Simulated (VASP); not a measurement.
Wanted: the native input for a VASP 6.6.1 run.

* Task: single point
* Functional: PBEsol
* Potentials or basis: VASP PAW PBE potentials, release 64 (Pt, Ti_sv)
* Cutoff: 520 eV
* k mesh: 7 × 7 × 7
* Occupations: fermi-dirac, width 0.05 eV
* Spin: no spin polarisation
* Ladder: free
* Further INCAR settings: ALGO = Normal; EDIFF = 1e-07; NBANDS = 29

The structure of TiPt3 lies in POSCAR:

```
TiPt3
1.0
    3.8970000000      0.0000000000      0.0000000000
    0.0000000000      3.8970000000      0.0000000000
    0.0000000000      0.0000000000      3.8970000000
Pt Ti
3 1
Direct
    0.5000000000      0.5000000000      0.0000000000
    0.5000000000      0.0000000000      0.5000000000
    0.0000000000      0.5000000000      0.5000000000
    0.0000000000      0.0000000000      0.0000000000
```

One way to write it, as run:

INCAR

```
SYSTEM = TiPt3
PREC = Accurate
ENCUT = 520
EDIFF = 1E-7
ISMEAR = -1
SIGMA = 0.05
LREAL = .False.
LASPH = .True.
NELM = 80
ALGO = Normal
ISIF = 2
LWAVE = .False.
LCHARG = .False.
GGA = PS
NBANDS = 29
```

KPOINTS

```
regular mesh
0
Gamma
  7 7 7
  0 0 0
```

Potentials or basis: VASP PAW PBE potentials, release 64 (Pt, Ti_sv).

Command:

```bash
$ cat potpaw_PBE.64/Pt/POTCAR potpaw_PBE.64/Ti_sv/POTCAR > POTCAR
$ mpirun -np 1 vasp_std > vasp.out
```

Results of the run:

* Pressure: 0.2 GPa
* Band gap on the k mesh: none (metal or under the smearing width)

Caveat: the PAW data sets were made with another functional, which shifts forces and pressure a little.

Run time: 41 s on 1 thread of Intel(R) Xeon(R) Platinum 8488C (Sapphire Rapids), with other jobs on the host, peak memory 0.18 GiB.
